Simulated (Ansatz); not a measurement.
## A vibration from a frozen displacement in HfO2

Method: DFT r2SCAN, scalar-relativistic, plane waves, PAW in Ansatz. Cutoff 500 eV, Γ-centred 6×6×6 k-points, Gaussian smearing of 0.05 eV. Spin–orbit coupling is left out, which matters for the heavy elements here. No spin polarisation. Energies are free energies at this smearing, counted from the undisturbed cell; pressure is positive in compression.

Zero of the scan (as given, not relaxed at this level; it stands at -8.4 GPa; this fluorite-type form isn't the usual structure):

```xyz
12
Lattice="5.1150 0.0000 0.0000 0.0000 -5.1150 0.0000 0.0000 0.0000 -5.1150" Properties=species:S:1:pos:R:3 pbc="T T T"
Hf    0.0000   -2.5575   -2.5575
Hf    2.5575    0.0000   -2.5575
Hf    2.5575   -2.5575    0.0000
Hf    0.0000    0.0000    0.0000
O     1.2788   -1.2788   -1.2788
O     3.8363   -3.8363   -1.2788
O     3.8363   -1.2788   -3.8363
O     1.2788   -3.8363   -3.8363
O     3.8363   -3.8363   -3.8363
O     1.2788   -1.2788   -3.8363
O     1.2788   -3.8363   -1.2788
O     3.8363   -1.2788   -1.2788
```

Atom 1 (Hf) is moved by x along the Cartesian unit vector (0.707, -0.707, 0.000); the cell and all other atoms stay fixed. The cell's volume is 133.82 Å³; the moved atoms weigh 178.490 u together and the others 663.462 u. Some rows repeat others by symmetry and weren't run.

```
  x (Å)  ΔE (meV/cell) total force on the moved atoms along the move (eV/Å) pressure (GPa)
-0.2000         293.40                                                3.1251         -7.2012
-0.1750         221.19                                                2.6570         -7.4943
-0.1500         160.30                                                2.2193         -7.7453
-0.1250         110.01                                                1.8079         -7.9555
-0.1000          69.72                                                1.4190         -8.1259
-0.0750          38.91                                                1.0481         -8.2575
-0.0500          17.20                                                0.6911         -8.3513
-0.0250           4.29                                                0.3432         -8.4071
 0.0000           0.00                                                0.0000         -8.4252
 0.0250           4.29                                               -0.3432         -8.4071
 0.0500          17.20                                               -0.6911         -8.3513
 0.0750          38.91                                               -1.0481         -8.2575
 0.1000          69.72                                               -1.4190         -8.1259
 0.1250         110.01                                               -1.8079         -7.9555
 0.1500         160.30                                               -2.2193         -7.7453
 0.1750         221.19                                               -2.6570         -7.4943
 0.2000         293.40                                               -3.1251         -7.2012
```

Q: What frequency belongs to this motion?

A: The force constant is k = −dF/dx = 13.729 eV/Å², from the parabola through x = -0.0250, 0 and 0.0250. In every cell the moved atoms swing against the rest, so the mass is μ = m₁m₂/(m₁ + m₂) = 140.651 u, and ν̃ = 521.5 cm⁻¹ × √(|k|/μ) = 163 cm⁻¹, at this cell's pressure of -8.4 GPa. The pattern needn't be a normal mode: ν̃² is then a weighted mean of the squared nonzero frequencies at the zone centre of this cell, taken without macroscopic field, so it lies between the lowest and the highest of them.

Q: How far does the harmonic law reach?

A: At x = -0.200 Å, kx²/2 = 274.58 meV against the computed 293.40 meV (+6.9 %): the well is still close to harmonic there.

Q: The pressure changes with x². What does that say about the frequency under compression?

A: With E = k(V)x²/2, k ∝ V^(−2γ) and x scaling with the cell as V^(1/3), P − P0 = −∂E/∂V = (2γ − 2/3) ΔE/V. At x = 0.0500 Å, V(P − P0) = 133.82 × 0.07390 / 160.2 eV = 61.72 meV and ΔE = 17.20 meV, so γ = 1/3 + V(P − P0)/(2ΔE) = 2.13. This is the Grüneisen parameter of the motion under uniform scaling of the cell: shrinking the cell evenly by 1 % in volume raises the frequency by about 2.13 %.

Cost: 9 runs of about 24 core-minutes in all, on Intel Xeon Platinum 8259CL (Skylake/Cascade Lake) (shared hosts).